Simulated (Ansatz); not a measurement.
A surface is cut from this relaxed crystal of C:

```
C
1.0
     0.00000    1.77690    1.77690
     1.77690    0.00000    1.77690
     1.77690    1.77690    0.00000
C
2
Direct
  0.50000 0.50000 0.50000
  0.75000 0.75000 0.75000
```

Miller indices refer to the conventional cell of Fd-3m (No. 227), a = 3.554 Å, b = 3.554 Å, c = 3.554 Å, α = 90.00°, β = 90.00°, γ = 90.00°. The bulk's gap is 4.03 eV.

Method: DFT PBEsol, scalar-relativistic, plane waves, PAW in Ansatz. Cutoff 420 eV, Gaussian smearing of 0.05 eV, no spin polarisation. A dipole correction acts along the normal.

This cut of an insulator is polar or leaves open shells, so the slab is metallic here; real surfaces compensate by reconstruction or adsorbates.

A relaxed slab with low-index faces, about a nanometre thick, has these properties:

- Surface energy (mean of both faces): 8.94 J/m²
- Gap of the slab on the mesh: none (metal or semimetal)
- Work function: 7.28 eV

(1) Which low-index plane was cut?

Answers

(1) The (100) plane.